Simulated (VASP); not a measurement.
Set up this calculation in VASP 6.6.1, as the native input.

| Quantity | Value |
| --- | --- |
| Task | band structure |
| Functional | PBE |
| Potentials or basis | VASP PAW PBE potentials, release 64 (Sr_sv, Ti_sv, O) |
| Cutoff | 520 eV |
| k mesh | 8 × 8 × 8 |
| Occupations | gaussian, width 0.03 eV |
| Spin | no spin polarisation |
| Further INCAR settings | ALGO = Normal; EDIFF = 1e-06; NBANDS = 28 |

The structure of SrTiO3 lies in POSCAR:

```
SrTiO3                                  
1.0
    3.9402048293      0.0000000000      0.0000000000
    0.0000000000      3.9402048293      0.0000000000
    0.0000000000      0.0000000000      3.9402048293
  Sr              Ti              O             
     1     1     3
Direct
     0.5000000000000000    0.5000000000000000    0.5000000000000000
     0.0000000000000000    0.0000000000000000    0.0000000000000000
     0.5000000000000000    0.0000000000000000    0.0000000000000000
     0.0000000000000000    0.5000000000000000    0.0000000000000000
     0.0000000000000000    0.0000000000000000    0.5000000000000000
```

The input as run:

INCAR

```
SYSTEM = SrTiO3
PREC = Accurate
ENCUT = 520
EDIFF = 1E-6
ISMEAR = 0
SIGMA = 0.03
LREAL = .False.
LASPH = .True.
NELM = 80
ALGO = Normal
ISIF = 2
LWAVE = .False.
LCHARG = .False.
LMAXMIX = 4
GGA = PE
NBANDS = 28
ICORELEVEL = 1
```

KPOINTS

```
Automatic mesh
0
Gamma
  8 8 8
  0 0 0
```

KPOINTS_OPT

```
explicit points
64
Reciprocal
 0.0000000000  0.0000000000  0.0000000000 1
 0.0000000000  0.0555555556  0.0000000000 1
 0.0000000000  0.1111111111  0.0000000000 1
 0.0000000000  0.1666666667  0.0000000000 1
 0.0000000000  0.2222222222  0.0000000000 1
 0.0000000000  0.2777777778  0.0000000000 1
 0.0000000000  0.3333333333  0.0000000000 1
 0.0000000000  0.3888888889  0.0000000000 1
 0.0000000000  0.4444444444  0.0000000000 1
 0.0000000000  0.5000000000  0.0000000000 1
 0.0000000000  0.5000000000  0.0000000000 1
 0.0555555556  0.5000000000  0.0000000000 1
 0.1111111111  0.5000000000  0.0000000000 1
 0.1666666667  0.5000000000  0.0000000000 1
 0.2222222222  0.5000000000  0.0000000000 1
 0.2777777778  0.5000000000  0.0000000000 1
 0.3333333333  0.5000000000  0.0000000000 1
 0.3888888889  0.5000000000  0.0000000000 1
 0.4444444444  0.5000000000  0.0000000000 1
 0.5000000000  0.5000000000  0.0000000000 1
 0.5000000000  0.5000000000  0.0000000000 1
 0.4444444444  0.4444444444  0.0000000000 1
 0.3888888889  0.3888888889  0.0000000000 1
 0.3333333333  0.3333333333  0.0000000000 1
 0.2777777778  0.2777777778  0.0000000000 1
 0.2222222222  0.2222222222  0.0000000000 1
 0.1666666667  0.1666666667  0.0000000000 1
 0.1111111111  0.1111111111  0.0000000000 1
 0.0555555556  0.0555555556  0.0000000000 1
 0.0000000000  0.0000000000  0.0000000000 1
 0.0000000000  0.0000000000  0.0000000000 1
 0.0555555556  0.0555555556  0.0555555556 1
 0.1111111111  0.1111111111  0.1111111111 1
 0.1666666667  0.1666666667  0.1666666667 1
 0.2222222222  0.2222222222  0.2222222222 1
 0.2777777778  0.2777777778  0.2777777778 1
 0.3333333333  0.3333333333  0.3333333333 1
 0.3888888889  0.3888888889  0.3888888889 1
 0.4444444444  0.4444444444  0.4444444444 1
 0.5000000000  0.5000000000  0.5000000000 1
 0.5000000000  0.5000000000  0.5000000000 1
 0.4444444444  0.5000000000  0.4444444444 1
 0.3888888889  0.5000000000  0.3888888889 1
 0.3333333333  0.5000000000  0.3333333333 1
 0.2777777778  0.5000000000  0.2777777778 1
 0.2222222222  0.5000000000  0.2222222222 1
 0.1666666667  0.5000000000  0.1666666667 1
 0.1111111111  0.5000000000  0.1111111111 1
 0.0555555556  0.5000000000  0.0555555556 1
 0.0000000000  0.5000000000  0.0000000000 1
 0.5000000000  0.5000000000  0.0000000000 1
 0.5000000000  0.5000000000  0.0555555556 1
 0.5000000000  0.5000000000  0.1111111111 1
 0.5000000000  0.5000000000  0.1666666667 1
 0.5000000000  0.5000000000  0.2222222222 1
 0.5000000000  0.5000000000  0.2777777778 1
 0.5000000000  0.5000000000  0.3333333333 1
 0.5000000000  0.5000000000  0.3888888889 1
 0.5000000000  0.5000000000  0.4444444444 1
 0.5000000000  0.5000000000  0.5000000000 1
 0.0000000000  0.0000000000  0.0000000000 1
 0.5000000000  0.5000000000  0.0000000000 1
 0.5000000000  0.5000000000  0.5000000000 1
 0.0000000000  0.5000000000  0.0000000000 1
```

Potentials or basis: VASP PAW PBE potentials, release 64 (Sr_sv, Ti_sv, O).

The run is started by

```sh
$ cat potpaw_PBE.64/Sr_sv/POTCAR potpaw_PBE.64/Ti_sv/POTCAR potpaw_PBE.64/O/POTCAR > POTCAR
$ mpirun -np 1 vasp_std > vasp.out
```

It gave:

| Property | Result |
| --- | --- |
| Pressure | 0.1 GPa |
| Band gap on the k mesh | 1.81 eV, indirect (least direct gap 2.18 eV) |
| Band gap along the path | 1.81 eV, indirect (least direct gap 2.18 eV) |

Wall time 52 s on 1 thread of Intel(R) Xeon(R) 6975P-C (Granite Rapids) (shared host), peak memory 0.24 GiB.
